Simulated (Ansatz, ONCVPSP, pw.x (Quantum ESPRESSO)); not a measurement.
# Equation-of-state test of one ONCV potential (Si (Z = 14))

- Element: Si
- Generator: ONCVPSP 4.0.1
- Type: optimised norm-conserving Vanderbilt (ONCV)
- Functional: PBE
- Relativity: scalar-relativistic
- Frozen core: [Ne]
- Valence charge: 4
- Reference configuration: 3s2 3p1 (charge +1)
- Partial waves: 3s: rc 1.95 bohr, ncon 3, nbas 7, qcut 4.1 1/bohr, 1 projector; 3p: rc 2.15 bohr, ncon 5, nbas 8, qcut 4.5 1/bohr, 2 projectors, debl 2.1 Ha
- Local potential: polynomial inside 1.35 bohr (lpopt 5, dvloc0 4 Ha)
- Core correction: Teter function fitted to the true core (icmod 2), fcfact 0.6

Atomic tests: cutoffs needed: 6.7 Ha and 9.7 Ha (the cutoffs (Ha) at which the residual kinetic energy of the hardest occupied pseudo-wave falls to 1 and 0.1 mHa per electron); ghost test: no bound ghost flagged; no localised positive-energy state flagged; largest excitation error: +81 meV (all-electron minus pseudo) for 3s1 3p0, out of 4 test configurations.

Crystal test: bcc Si in pw.x 7.5, no spin, 15³ k-points, Fermi–Dirac smearing 0.01 Ry, cutoffs 50/200 Ry. The reference is all-electron LAPW (Ansatz 0.2.0) with the same functional, mesh and smearing; V0 and B0 come from Birch–Murnaghan fits to the pressures at five volumes. Errors are pseudo minus all-electron; Δ is the rms difference of the E(V) curves that follow from these fits, minima aligned, over ±6 % about the mean V0. Mesh and smearing are coarse, so the numbers serve the comparison and aren't converged zero-temperature values; the lattice is a test structure that the element need not adopt.

| V (Å³/atom) | P all-electron (GPa) | P pseudo (GPa) |
| --- | --- | --- |
| 13.863 | 5.77 | 12.68 |
| 14.228 | 2.88 | 9.21 |
| 14.593 | 0.35 | 6.17 |
| 14.958 | -1.86 | 3.50 |
| 15.323 | -3.80 | 1.15 |

All-electron: a0 = 3.083 Å (V0 = 14.65 Å³/atom), B0 = 93.0 GPa.

Pseudopotential: mean pressure error (GPa): +5.87. The pressure does not cross zero within the volumes sampled, so no fit is given. This is a poor potential for the solid.

Problem. At the middle volume, how do free energy and pressure move when the wave cutoff is lowered (ecutrho kept at four times it)?

Solution.

| cutoff (Ry) | shift of F (meV/atom) | shift of P (GPa) |
| --- | --- | --- |
| 22 | +3.5 | -0.00 |
| 30 | +1.8 | +0.00 |
| 40 | +0.8 | -0.02 |

The run at the middle volume (120 k-points, 6 iterations) took about 22 s on one core of a shared host (Intel(R) Xeon(R) Processor @ 2.60GHz, 24 threads, 32 GiB, load 22).
